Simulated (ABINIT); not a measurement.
TePb, 2 atoms in the cell. It takes space group Fm-3m (No. 225, cubic). The conventional cell has a = 6.462 Å, b = 6.462 Å, c = 6.462 Å, α = 90.00°, β = 90.00°, γ = 90.00°. Pb (site symmetry m-3m) has 6 Te at 3.23 Å as nearest neighbours. Te (site symmetry m-3m) has 6 Pb at 3.23 Å as nearest neighbours. 

| Quantity | Value |
| --- | --- |
| Program | ABINIT 10.8.3 (patched build) |
| Task | dielectric tensor |
| Functional | LDA |
| Potentials or basis | PseudoDojo NC SR LDA v0.4.1 standard |
| Cutoff | 925 eV |
| k mesh | 4 × 4 × 4, with 4 shifts |
| Occupations | fixed |
| Spin | no spin polarisation |
| Stop of the response cycle (tolvrs) | 1e-09 |
| Acoustic sum rule (asr) | 1 |

Potentials or basis: PseudoDojo NC SR LDA v0.4.1 standard.

Command:

```console
$ abinit run.abi > log 2>&1
$ mrgddb < mrgddb.in > mrgddb.log 2>&1
$ anaddb anaddb.abi > anaddb.log 2>&1
```

Hardware: 1 thread of Arm Neoverse V1 (shared host).

**Question.** Estimate the wall time of this run.

**Answer.** Run time: 23 min on 1 thread of Arm Neoverse V1, with other jobs on the host, peak memory 0.47 GiB. Counts: scf iterations 77, mpi ranks 1, k points 10, bands 15, plane waves 4333.
